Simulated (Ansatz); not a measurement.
# Step by step: Os, 30 steps of 2.0 fs from 500 K

Method: Ansatz 0.2.0, DFT, PBE, all-electron LAPW, scalar-relativistic.

Command: `ansatz run input.yaml --threads 2 --pin off --max-ram 4096MiB --backend cpu --events-out ev --progress --plain --runs-dir out` The run took 22 min on 2 threads of AMD EPYC 9R45 96-Core Processor (Zen 5) (shared host), peak memory 1.4 GiB.

```yaml
crystal:
  lattice:
    - [0.0, 3.89, 3.89]
    - [3.89, 0.0, 3.89]
    - [1.945, 1.945, 0.0]
  atoms:
    - { symbol: Os, position: [0.0, 0.0, 0.0] }
    - { symbol: Os, position: [0.0, 0.5, 0.0] }
    - { symbol: Os, position: [0.5, 0.0, 0.0] }
    - { symbol: Os, position: [0.5, 0.5, 0.0] }
kpoints:
  mp_grid: { grid: [4, 4, 8] }
scf:
  occupations: { method: fermi_dirac, width: 0.08 }
hamiltonian:
  xc: pbe
  pseudopotentials: { kind: all_electron, lapw: { basis_error: 0.001 } }
output:
  forces: true
  stress: true
md:
  timestep: 2.0
  n_steps: 30
  ensemble: nvt_langevin
  temperature: 500
  initial_velocities: maxwell_boltzmann
  seed: 735878
```

No spin–orbit coupling, which matters for the heavy atoms here.

The geometry is COD entry 1534943, unchecked; take it as a test cell.

Each frame lists Cartesian positions (Å) and forces (eV/Å). Free energies count from the first step, -1877703.1531 eV.

Step 0 (t = 0.0 fs): E = 0.0 meV, T = 375 K

```
Os    0.0000    0.0000    0.0000     0.000   0.000   0.000
Os    1.9450    0.0000    1.9450     0.000   0.000   0.000
Os    0.0000    1.9450    1.9450     0.000   0.000   0.000
Os    1.9450    1.9450    3.8900     0.000   0.000   0.000
```

Step 1 (t = 2.0 fs): E = +0.2 meV, T = 358 K

```
Os   -0.0002    0.0002   -0.0024    -0.003   0.004   0.013
Os    1.9493   -0.0015    1.9499    -0.033   0.013  -0.025
Os   -0.0006    1.9431    1.9448     0.017   0.004   0.013
Os    1.9422    1.9481    3.8879     0.019  -0.020  -0.001
```

Step 2 (t = 4.0 fs): E = +0.9 meV, T = 340 K

```
Os    0.0000    0.0009   -0.0048    -0.006   0.004   0.030
Os    1.9538   -0.0028    1.9544    -0.070   0.027  -0.050
Os   -0.0019    1.9413    1.9446     0.040   0.007   0.025
Os    1.9398    1.9511    3.8861     0.036  -0.038  -0.004
```

Step 3 (t = 6.0 fs): E = +2.1 meV, T = 320 K

```
Os    0.0006    0.0015   -0.0071    -0.009   0.004   0.048
Os    1.9589   -0.0040    1.9586    -0.114   0.046  -0.075
Os   -0.0036    1.9405    1.9441     0.070   0.002   0.037
Os    1.9377    1.9534    3.8843     0.053  -0.051  -0.010
```

Step 4 (t = 8.0 fs): E = +3.5 meV, T = 240 K

```
Os    0.0016    0.0025   -0.0087    -0.013  -0.002   0.060
Os    1.9638   -0.0050    1.9624    -0.153   0.061  -0.099
Os   -0.0051    1.9402    1.9439     0.096  -0.004   0.047
Os    1.9357    1.9544    3.8819     0.069  -0.055  -0.008
```

Step 5 (t = 10.0 fs): E = +5.1 meV, T = 319 K

```
Os    0.0025    0.0039   -0.0094    -0.018  -0.012   0.065
Os    1.9683   -0.0055    1.9659    -0.191   0.074  -0.120
Os   -0.0074    1.9401    1.9444     0.124  -0.010   0.053
Os    1.9335    1.9545    3.8787     0.085  -0.052   0.003
```

Step 6 (t = 12.0 fs): E = +7.3 meV, T = 301 K

```
Os    0.0033    0.0046   -0.0098    -0.025  -0.016   0.069
Os    1.9729   -0.0055    1.9694    -0.234   0.083  -0.140
Os   -0.0108    1.9402    1.9452     0.157  -0.015   0.054
Os    1.9311    1.9545    3.8753     0.102  -0.052   0.017
```

Step 7 (t = 14.0 fs): E = +9.9 meV, T = 318 K

```
Os    0.0035    0.0048   -0.0102    -0.031  -0.016   0.074
Os    1.9774   -0.0052    1.9727    -0.276   0.089  -0.159
Os   -0.0142    1.9400    1.9464     0.187  -0.019   0.052
Os    1.9284    1.9545    3.8717     0.120  -0.054   0.033
```

Step 8 (t = 16.0 fs): E = +12.9 meV, T = 349 K

```
Os    0.0030    0.0054   -0.0101    -0.033  -0.017   0.077
Os    1.9819   -0.0049    1.9759    -0.322   0.097  -0.176
Os   -0.0178    1.9403    1.9481     0.217  -0.026   0.046
Os    1.9253    1.9545    3.8681     0.138  -0.054   0.053
```

Step 9 (t = 18.0 fs): E = +16.3 meV, T = 320 K

```
Os    0.0023    0.0062   -0.0094    -0.033  -0.020   0.079
Os    1.9862   -0.0046    1.9785    -0.368   0.106  -0.190
Os   -0.0219    1.9408    1.9502     0.249  -0.034   0.036
Os    1.9227    1.9543    3.8645     0.152  -0.052   0.075
```

Step 10 (t = 20.0 fs): E = +20.0 meV, T = 377 K

```
Os    0.0014    0.0072   -0.0084    -0.033  -0.025   0.078
Os    1.9901   -0.0040    1.9812    -0.411   0.112  -0.204
Os   -0.0263    1.9410    1.9525     0.279  -0.038   0.024
Os    1.9200    1.9539    3.8605     0.164  -0.049   0.103
```

Step 11 (t = 22.0 fs): E = +24.4 meV, T = 374 K

```
Os    0.0007    0.0082   -0.0074    -0.033  -0.029   0.076
Os    1.9937   -0.0039    1.9844    -0.453   0.120  -0.224
Os   -0.0309    1.9411    1.9547     0.310  -0.043   0.013
Os    1.9175    1.9539    3.8561     0.176  -0.048   0.134
```

Step 12 (t = 24.0 fs): E = +29.3 meV, T = 355 K

```
Os    0.0007    0.0084   -0.0070    -0.039  -0.024   0.082
Os    1.9970   -0.0035    1.9873    -0.496   0.131  -0.240
Os   -0.0358    1.9422    1.9573     0.345  -0.057  -0.004
Os    1.9154    1.9540    3.8518     0.189  -0.050   0.161
```

Step 13 (t = 26.0 fs): E = +34.7 meV, T = 394 K

```
Os    0.0012    0.0083   -0.0073    -0.052  -0.015   0.094
Os    1.9999   -0.0029    1.9898    -0.538   0.143  -0.251
Os   -0.0413    1.9434    1.9603     0.384  -0.072  -0.028
Os    1.9128    1.9540    3.8478     0.206  -0.056   0.186
```

Step 14 (t = 28.0 fs): E = +40.1 meV, T = 314 K

```
Os    0.0018    0.0087   -0.0075    -0.069  -0.004   0.099
Os    2.0021   -0.0019    1.9918    -0.573   0.150  -0.258
Os   -0.0463    1.9442    1.9632     0.416  -0.080  -0.056
Os    1.9099    1.9548    3.8434     0.227  -0.066   0.215
```

Step 15 (t = 30.0 fs): E = +46.1 meV, T = 400 K

```
Os    0.0022    0.0090   -0.0078    -0.086   0.009   0.105
Os    2.0046   -0.0009    1.9936    -0.610   0.158  -0.266
Os   -0.0507    1.9449    1.9658     0.443  -0.085  -0.085
Os    1.9067    1.9561    3.8385     0.253  -0.082   0.246
```

Step 16 (t = 32.0 fs): E = +53.2 meV, T = 323 K

```
Os    0.0025    0.0092   -0.0087    -0.100   0.023   0.115
Os    2.0078   -0.0001    1.9954    -0.653   0.168  -0.279
Os   -0.0548    1.9455    1.9678     0.471  -0.091  -0.113
Os    1.9031    1.9576    3.8336     0.282  -0.100   0.276
```

Step 17 (t = 34.0 fs): E = +60.4 meV, T = 337 K

```
Os    0.0030    0.0097   -0.0094    -0.112   0.029   0.124
Os    2.0110    0.0007    1.9975    -0.694   0.175  -0.297
Os   -0.0586    1.9455    1.9691     0.497  -0.096  -0.133
Os    1.8996    1.9579    3.8288     0.308  -0.108   0.306
```

Step 18 (t = 36.0 fs): E = +67.8 meV, T = 302 K

```
Os    0.0033    0.0104   -0.0097    -0.119   0.029   0.129
Os    2.0142    0.0017    2.0001    -0.734   0.173  -0.321
Os   -0.0625    1.9448    1.9700     0.522  -0.097  -0.144
Os    1.8963    1.9570    3.8244     0.330  -0.105   0.335
```

Step 19 (t = 38.0 fs): E = +75.3 meV, T = 297 K

```
Os    0.0036    0.0114   -0.0098    -0.122   0.028   0.135
Os    2.0175    0.0033    2.0030    -0.773   0.168  -0.347
Os   -0.0657    1.9441    1.9713     0.542  -0.095  -0.155
Os    1.8930    1.9565    3.8204     0.353  -0.101   0.366
```

Step 20 (t = 40.0 fs): E = +82.9 meV, T = 289 K

```
Os    0.0038    0.0125   -0.0104    -0.125   0.029   0.147
Os    2.0208    0.0055    2.0063    -0.813   0.159  -0.375
Os   -0.0685    1.9434    1.9731     0.562  -0.089  -0.168
Os    1.8901    1.9565    3.8169     0.376  -0.099   0.396
```

Step 21 (t = 42.0 fs): E = +90.3 meV, T = 276 K

```
Os    0.0039    0.0134   -0.0111    -0.126   0.029   0.158
Os    2.0237    0.0081    2.0096    -0.848   0.140  -0.404
Os   -0.0713    1.9416    1.9751     0.579  -0.075  -0.181
Os    1.8875    1.9560    3.8139     0.396  -0.094   0.427
```

Step 22 (t = 44.0 fs): E = +97.4 meV, T = 323 K

```
Os    0.0037    0.0142   -0.0119    -0.127   0.028   0.167
Os    2.0259    0.0110    2.0128    -0.877   0.111  -0.432
Os   -0.0738    1.9388    1.9774     0.589  -0.051  -0.196
Os    1.8848    1.9551    3.8109     0.415  -0.087   0.462
```

Step 23 (t = 46.0 fs): E = +104.8 meV, T = 316 K

```
Os    0.0033    0.0146   -0.0135    -0.128   0.028   0.181
Os    2.0277    0.0139    2.0162    -0.906   0.078  -0.465
Os   -0.0761    1.9355    1.9798     0.596  -0.024  -0.214
Os    1.8817    1.9540    3.8080     0.438  -0.082   0.498
```

Step 24 (t = 48.0 fs): E = +113.2 meV, T = 304 K

```
Os    0.0033    0.0150   -0.0156    -0.136   0.031   0.201
Os    2.0297    0.0162    2.0192    -0.938   0.052  -0.497
Os   -0.0784    1.9325    1.9823     0.607  -0.001  -0.239
Os    1.8784    1.9533    3.8051     0.467  -0.082   0.535
```

Step 25 (t = 50.0 fs): E = +122.1 meV, T = 240 K

```
Os    0.0038    0.0153   -0.0178    -0.152   0.038   0.222
Os    2.0313    0.0178    2.0215    -0.970   0.037  -0.524
Os   -0.0811    1.9303    1.9849     0.623   0.016  -0.273
Os    1.8750    1.9532    3.8017     0.499  -0.091   0.575
```

Step 26 (t = 52.0 fs): E = +130.5 meV, T = 198 K

```
Os    0.0040    0.0156   -0.0200    -0.169   0.043   0.246
Os    2.0323    0.0183    2.0232    -1.001   0.033  -0.548
Os   -0.0837    1.9286    1.9873     0.640   0.026  -0.307
Os    1.8718    1.9530    3.7986     0.530  -0.102   0.610
```

Step 27 (t = 54.0 fs): E = +137.8 meV, T = 192 K

```
Os    0.0039    0.0163   -0.0221    -0.185   0.042   0.268
Os    2.0330    0.0181    2.0245    -1.027   0.033  -0.567
Os   -0.0859    1.9261    1.9893     0.652   0.042  -0.339
Os    1.8683    1.9530    3.7964     0.560  -0.118   0.637
```

Step 28 (t = 56.0 fs): E = +143.9 meV, T = 143 K

```
Os    0.0035    0.0167   -0.0238    -0.202   0.045   0.287
Os    2.0330    0.0178    2.0255    -1.046   0.037  -0.579
Os   -0.0878    1.9235    1.9906     0.658   0.063  -0.367
Os    1.8645    1.9540    3.7949     0.591  -0.145   0.659
```

Step 29 (t = 58.0 fs): E = +148.2 meV, T = 162 K

```
Os    0.0035    0.0170   -0.0253    -0.227   0.051   0.300
Os    2.0318    0.0175    2.0260    -1.052   0.041  -0.580
Os   -0.0897    1.9208    1.9918     0.662   0.089  -0.395
Os    1.8612    1.9556    3.7939     0.617  -0.181   0.675
```

Step 30 (t = 60.0 fs): E = +152.8 meV, T = 169 K

```
Os    0.0042    0.0178   -0.0265    -0.261   0.052   0.309
Os    2.0303    0.0170    2.0263    -1.050   0.045  -0.577
Os   -0.0919    1.9178    1.9931     0.668   0.121  -0.428
Os    1.8580    1.9572    3.7927     0.643  -0.218   0.695
```

What is the mean temperature over the last 16 frames?

267 K; so short a run of so small a cell isn't equilibrated.
